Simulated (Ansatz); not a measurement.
**BP: zone-centre modes under pressure**

BP, F-43m, a = 4.520 Å. Ansatz: PBEsol, PAW, 420 eV, Γ-centred 10×10×10 mesh on 2 atoms, fixed occupations; no spin polarisation. Cell and atoms are relaxed at each pressure with the symmetry kept; optical modes at Γ by linear response, in cm⁻¹, the highest, without the LO field.

| P (GPa) | V (Å³/atom) | ω1 |
| --- | --- | --- |
| 0 | 11.544 | 811.1 |
| 3 | 11.350 | ? |
| 8 | 11.053 | 847.2 |
| 15 | 10.693 | 875.5 |

Question: Get the mode's Grüneisen parameter γ = −d ln ω/d ln V from the other rows and predict the missing frequency.

Answer: ln(V/V0) = 0.0000, -0.0169, -0.0435, -0.0766; a line through ln(ω/ω0) of the 3 known rows gives ω1: γ = 0.998, predicted 824.9, computed 825.1. The miss is 0.0 %, or 1 % of the shift under pressure, so a constant γ serves at that level.